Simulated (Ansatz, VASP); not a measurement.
**Al2Au: VASP beside Ansatz**

```
Au Al
1.0
     0.00000    2.93876    2.93876
     2.93876    0.00000    2.93876
     2.93876    2.93876    0.00000
Au Al
1 2
Direct
  0.00000 0.00000 0.00000
  0.75000 0.75000 0.75000
  0.25000 0.25000 0.25000
```

Change from the starting cell: volume scaled by 0.94.

Alike in both runs: task single point; functional LDA; k mesh 8 × 8 × 8; occupations fermi-dirac, width 0.05 eV; no spin polarisation.

```csv
,VASP,Ansatz
version,VASP 6.6.1,Ansatz 0.2.0
potentials or method,"VASP PAW LDA potentials, release 64 (Au, Al), cutoff 520 eV","all-electron LAPW, scalar-relativistic"
```

Ansatz gave:

| Property | Result |
| --- | --- |
| gap on the k mesh at the Fermi level (eV) | none |
| pressure (GPa) | 5.1 |

Problem. Which values does VASP return?

Solution. gap on the k mesh at the Fermi level (eV): none; pressure (GPa): 5.4.

A gap of «none» marks a metal or a gap that the smearing closes. Ansatz ran all-electron here, so the differences hold the error of VASP's frozen core and of both bases.

Spin-orbit coupling is left out, which matters for the levels of Au.
